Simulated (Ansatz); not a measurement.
**The polar optical mode of BN at 40 GPa, worked through**

These are results of Ansatz 0.2.0, DFT PBEsol, scalar-relativistic, plane waves, PAW, not measurements. Plane waves to 420 eV; Γ-centred k mesh 12×12×12; fixed occupations. No spin polarisation. Phonons by linear response, acoustic sum rule imposed.

The cell, relaxed at 40 GPa:
```xyz
2
Lattice="1.2378 0.7146 2.0213 -1.2378 0.7146 2.0213 0.0000 -1.4293 2.0213" Properties=species:S:1:pos:R:3 pbc="T T T"
B     0.0000    0.0000    6.3139
N     0.0000    0.0000    1.7659
```

Other phases may be more stable at this pressure.

Linear response gives ν_TO = 1165.2 cm⁻¹, Born charges ±1.859 e (positive on B) and ε∞ = 4.554. The primitive cell holds 10.728 Å³, and the masses are 10.810 and 14.007 amu.

Q: Find ν_LO and the static dielectric constant.

A: The long-wave field adds a restoring force: ω_LO² − ω_TO² = Z*²e²/(ε_vac ε∞ μV). In these units ν_LO² − ν_TO² = 4.92064×10⁷ Z*²/(μ V ε∞) cm⁻², with μ = m₁m₂/(m₁ + m₂) = 6.101 amu: 570669 cm⁻². So ν_LO = √(1165.2² + 570669) = 1388.6 cm⁻¹, and the run gives 1388.7. Lyddane–Sachs–Teller then gives ε0 = ε∞ (ν_LO/ν_TO)² = 6.47, against 6.47 in the run (it forms both from the same three quantities, so the match checks the arithmetic only). Between ν_TO and ν_LO the dielectric function is negative and an undamped crystal reflects fully: a reststrahlen band from 7.2 to 8.6 μm.

Q: What do the Clausius–Mossotti polarisability and the Szigeti charge come to?

A: With the Lorentz local field, α = (3V/4π)(ε∞ − 1)/(ε∞ + 2) = 1.39 Å³ for the pair, and e_S = 3Z*/(ε∞ + 2) = 0.85 e. The Born charge includes the electrons' response to the dipole's own local field, and e_S takes that enhancement out. The Lorentz field assumes point-like polarisable ions, a poor picture once ε∞ is this large, since the electron clouds then overlap or are shared, so both numbers are formal here.

Q: How strongly does a slow electron couple to the LO mode?

A: For one isotropic parabolic band, Fröhlich's constant is α_F = (1/ε∞ − 1/ε0) √(m* Ry/ħω_LO), with Ry = 13.606 eV, ħω_LO = 172.2 meV and m* in free-electron masses: α_F = 0.0650 × 8.89 × √m* = 0.58 √m*. The band mass isn't part of this run; for m* = 0.1, 0.3 and 1 it gives 0.18, 0.32, 0.58. In weak coupling the polaron lies α_F ħω_LO below the band edge (54 meV at m* = 0.3) with a mass m*(1 + α_F/6); past α_F of about 5 or 6 that expansion fails. A semilocal functional's ε∞ tends to be too large, which taken alone lowers α_F.

Cost: 1 run of about 0.21 core-minutes, on Intel Xeon 6975P-C (Granite Rapids) (shared hosts).

The wide LO–TO splitting doesn't make BN a strongly ionic lattice in its static response: most of ε0 is already present in ε∞. Light atoms and a small cell amplify the splitting in frequency, but the mass cancels from the lattice part of the static dielectric constant, which depends on the Born charge, the volume and the TO force constant. That force constant is large because compact 2p shells, with no p core beneath them, form short, strong, polar covalent bonds. The Born charge of 1.859 e measures the polarisation produced by displacing the atoms, including charge flow along those bonds, and so isn't a static ionic charge.

The same stiffness keeps the Fröhlich coupling modest, since the lattice adds little screening and the LO quantum is large. For electrons in cubic BN the single-mass estimate is only a guide, as the conduction minimum is known to lie near X, where the valleys are anisotropic. One pressure can't show how compression changes the splitting or the coupling.
